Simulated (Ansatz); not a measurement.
A single-point run of Ansatz (plane waves, PAW) on ZnO in the wurtzite structure, with the lines that name the functional removed. The cell was relaxed with r2SCAN and then strained (isotropic +3.0 % on every length), with the atoms relaxed again with r2SCAN; k points keep the names of the unstrained zone.

```
Zn O
1.0
     3.33240    0.00000    0.00000
    -1.66620    2.88594    0.00000
     0.00000    0.00000    5.36728
Zn O
2 2
Direct
  0.33333 0.66667 0.99765
  0.66667 0.33333 0.49765
  0.33333 0.66667 0.37735
  0.66667 0.33333 0.87735
```

```
Crystal: 4 atoms, lattice volume = 51.618 Å³
Basis set: ecut = 420 eV, 1013 PW (Γ)
Bands: 23, of which v1, the nominal top of the filled ones, is band 18 counted from 1 (17 counted from 0)
Symmetry: 12 space group operations
Space group: P63mc (ITA 186)
k-points: 21 of 144 (time reversal used)
[warm-up without exact exchange]
SCF 1 stopped early in 3 iterations: F = -7773.661275 eV  dr2 = 1.27e-5
[exact exchange on]
preconditioner: auto → none  [insulator: Δε(μ)=2.383 eV  ℏωp=31.0 eV]
SCF 2 stopped early in 7 iterations: F = -7773.293832 eV  dr2 = 3.98e-6
hybrid outer 1: dexx = +2.619e-2 eV, tail = 9.54e-5 eV
SCF 3 converged in 5 iterations: F = -7773.292524 eV  dr2 = 4.72e-9
hybrid outer 2: dexx = +1.534e-6 eV, tail = 3.99e-8 eV, Δε = 4.86e-3 eV, ΔF = 8.32e-4 eV/Å
hybrid SCF converged: 2 outer / 12 inner (+3 warm-up)
Free energy (F): -7773.292524 eV
Fermi energy:    4.835054 eV
--- Per-component energies (eV) ---
  E_band       = -40.930249
  E_kinetic    = 608.853478
  E_local      = -4145.714723
  E_nonlocal   = 1341.376051
  E_hartree    = 1710.814975
  E_xc         = -332.660077
  E_vxc        = -228.824525
  E_exx        = -122.220422
  E_paw        = -3951.222124
  E_vpaw       = -793.817727
  E_ewald      = -2883.751729
  E_core_change = 1.228014
--- Forces (eV/Å), atoms counted from 1 ---
  atom   1  Zn      0.00000      0.00000    -0.00651
  atom   2  Zn      0.00000      0.00000    -0.00651
  atom   3  O       0.00000      0.00000      0.00646
  atom   4  O       0.00000      0.00000      0.00646
--- Stress (GPa, compression-positive) ---
       -9.486642       0.000000       0.000000
        0.000000      -9.486642       0.000000
        0.000000       0.000000      -9.498006
  P = ⅓ Tr σ = -9.4904 GPa (-94.904 kbar)
--- Band table (eV; the first three rows and the last of 21) ---
  k-point 0: bands = […, 0.0887, 4.0901, 4.0901, 4.7874, 4.8351, 4.8351, 7.1612, 11.7112, 14.7855, 19.4081, …]
  k-point 1: bands = […, 1.0092, 3.8841, 4.2005, 4.2005, 4.7278, 4.7278, 8.1878, 11.1736, 15.2494, 18.8104, …]
  k-point 2: bands = […, 2.4353, 2.4353, 4.4662, 4.4662, 4.4662, 4.4662, 9.8299, 9.8299, 16.6284, 16.6284, …]
  k-point 20: bands = […, 0.9481, 0.9481, 2.1889, 2.1889, 3.7127, 3.7127, 14.4439, 14.4439, 14.5139, 14.5139, …]
```

Levels at the listed points, from bands.tsv (eV from the Fermi energy, bands near the gap, counted from 0):
```tsv
# k_distance	band_13	band_14	band_15	band_16	band_17	band_18	band_19	band_20	band_21
# fermi_ev = 4.835054
# [0, 0, 0] at k_distance = 0.000000
# [0.5, 0, 0] at k_distance = 1.088584
# [0.3333333333, 0.3333333333, 0] at k_distance = 1.717078
# [0, 0, 0.5] at k_distance = 3.103665
# [0.5, 0, 0.5] at k_distance = 4.192249
# [0.3333333333, 0.3333333333, 0.5] at k_distance = 4.820744
# [0, 0, -0.010417] at k_distance = 6.212522
# levels_relative_to = fermi_ev
0.000	-0.745	-0.745	-0.048	0.000	0.000	2.326	6.876	9.950	14.573
1.089	-3.472	-2.746	-2.075	-1.243	-0.769	7.399	8.529	9.250	10.214
1.717	-3.583	-3.583	-1.869	-1.869	-1.666	9.346	9.377	9.377	9.818
3.104	-2.400	-0.369	-0.369	-0.369	-0.369	4.995	4.995	11.793	11.793
4.192	-4.102	-1.404	-1.404	-1.289	-1.289	7.356	7.356	10.169	10.169
4.821	-3.887	-2.646	-2.646	-1.122	-1.122	9.609	9.609	9.679	9.679
6.213	-0.745	-0.745	-0.050	0.000	0.000	2.329	6.875	9.951	14.573
```
In order the rows are Γ, M, K, A, L, H, Γ–A (0.02).

Question: Which functional gave these numbers?
A. PBE0
B. HSE06
C. Hartree-Fock
D. r2SCAN

Answer: B. HSE06. The exchange loop and the term E_exx show exact exchange. With HSE06 the gap is 2.33 eV and direct, at Γ. Among hybrids the size of the gap and of E_exx follows the share and range of exact exchange. The stress of a hybrid is loosely converged here. Within one family of functionals the choice rests on the size of the gap and stress, not on a line of the log.

It took 46 s on 1 × NVIDIA H100 80GB HBM3 with 2 threads of AMD EPYC 7R13 Processor (Zen 3) (shared host), load about 1.6 per core; peak host memory 2.3 GiB.

The values are computed, spin-unpolarised, and not measurements.

The meshes of the hybrids are coarse, so their gaps aren't converged to the digits shown.
